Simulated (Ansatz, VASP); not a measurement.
# Cu in VASP and in Ansatz

```xyz
1
Lattice="-1.4393 1.4498 1.3740 1.4340 -1.4535 1.3723 1.4395 1.4534 -1.3778" Properties=species:S:1:pos:R:3 pbc="T T T"
Cu    0.0000    0.0000    0.0000
```

Change from the starting cell: strain = 0.02; cell sheared at random, sigma 0.01, atoms nudged by 0.01 Å.

Alike in both runs: task single point; functional PBE; k mesh 13 × 13 × 13; occupations fermi-dirac, width 0.05 eV; no spin polarisation.

```csv
,VASP,Ansatz
version,VASP 6.6.1,Ansatz 0.2.0
potentials or method,"VASP PAW PBE potentials, release 64 (Cu)",Ansatz PAW
plane-wave cutoff (eV),520,420
valence electrons in the cell,11,19
```

VASP gave:

| Item | Value |
| --- | --- |
| gap on the k mesh at the Fermi level (eV) | none |
| pressure (GPa) | 7.9 |
| largest component of the traceless stress (GPa) | 0.44 |

Estimate Ansatz's values.

gap on the k mesh at the Fermi level (eV): none; pressure (GPa): 7.4; largest component of the traceless stress (GPa): 0.43.

A gap of «none» marks a metal or a gap that the smearing closes. The two sets of potentials don't hold the same shells in valence.
